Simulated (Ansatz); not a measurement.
Relaxing InSe3

Computed with Ansatz 0.2.0, DFT PBE, scalar-relativistic, plane waves, PAW. Cutoff 420 eV, Γ-centred k mesh, Gaussian smearing, no spin polarisation in the final step.

The start puts InSe3 on the Cu3Au (L1_2) structure type (Pm-3m, No. 221), with In in place of Au, Se in place of Cu, at a guessed volume.

```yaml
crystal:
  lattice:
    - [4.64578, 0.00000, 0.00000]
    - [0.00000, 4.64578, 0.00000]
    - [0.00000, 0.00000, 4.64578]
  atoms:
    - { symbol: In, position: [0.00000, 0.00000, 0.00000] }
    - { symbol: Se, position: [0.00000, 0.50000, 0.50000] }
    - { symbol: Se, position: [0.50000, 0.00000, 0.50000] }
    - { symbol: Se, position: [0.50000, 0.50000, 0.00000] }
```

Cell and atoms relax at zero pressure; the relaxation can't lower the symmetry of the start. After a coarse first stage the cell is made exact in the group found at 0.06 Å.

The zero of energy is the elements' standard structures at the same level; no fitted shifts are applied.

Q: What does it relax into?

A: It keeps Pm-3m (No. 221). The result has the Cu3Au (L1_2) structure. Conventional cell: a = 4.493 Å. In is coordinated by 12 Se at 3.18 Å; Se has 4 In at 3.18 Å and 8 Se at 3.18 Å.

```
In Se
1.0
     4.49316    0.00000    0.00000
     0.00000    4.49316    0.00000
     0.00000    0.00000    4.49316
In Se
1 3
Direct
  0.00000 0.00000 0.00000
  0.00000 0.50000 0.50000
  0.50000 0.00000 0.50000
  0.50000 0.50000 0.00000
```

Q: What are its volume, energy, density and gap?

A: The volume per atom is 22.68 Å³ and the density is 6.44 g/cm³. The energy over the elements is 0.38 eV/atom and the gap on the 10×10×10 mesh is 0 eV (a metal).

The final run used a 10×10×10 mesh on its 4-atom cell and 0.10 eV smearing. The k mesh leaves about 4 meV/atom of noise in metals. Symmetry constrained the relaxation, so the result can be a saddle point.